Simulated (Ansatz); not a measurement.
Relaxing Sb in the sc type

First guess:

```
CELL_PARAMETERS angstrom
2.89643 0.00000 0.00000
0.00000 2.89643 0.00000
0.00000 0.00000 2.89643
ATOMIC_POSITIONS crystal
Sb 0.00000 0.00000 0.00000
```

Level of theory: Ansatz 0.2.0, DFT, PBE, PAW with Ansatz's default frozen-core files, scalar-relativistic.

Cell and atoms relax within the symmetry of the start on a 13×13×13 k mesh with 0.05 eV Fermi–Dirac smearing.

The start is built from a prototype, known or not as a phase of this compound; the cutoff is 420 eV.

No spin–orbit coupling, which matters for the heavy atoms here.

Problem. What is the pressure of the first guess?

Solution. 19.41 GPa.

Problem. What does it relax to?

Solution. a = 3.107 Å, b = 3.107 Å, c = 3.107 Å, α = 90.00°, β = 90.00°, γ = 90.00° (conventional cell), 30.00 Å³ per atom:
```cif
data_structure
_symmetry_space_group_name_H-M 'Pm-3m'
_symmetry_Int_Tables_number 221
_cell_length_a 3.1072
_cell_length_b 3.1072
_cell_length_c 3.1072
_cell_angle_alpha 90.000
_cell_angle_beta 90.000
_cell_angle_gamma 90.000
_cell_volume 30.00
loop_
_atom_site_label
_atom_site_type_symbol
_atom_site_symmetry_multiplicity
_atom_site_Wyckoff_symbol
_atom_site_fract_x
_atom_site_fract_y
_atom_site_fract_z
_atom_site_occupancy
Sb1 Sb 1 a 0.00000 0.00000 0.00000 1
```

Problem. How much energy does the relaxation release?

Solution. 285 meV/atom.
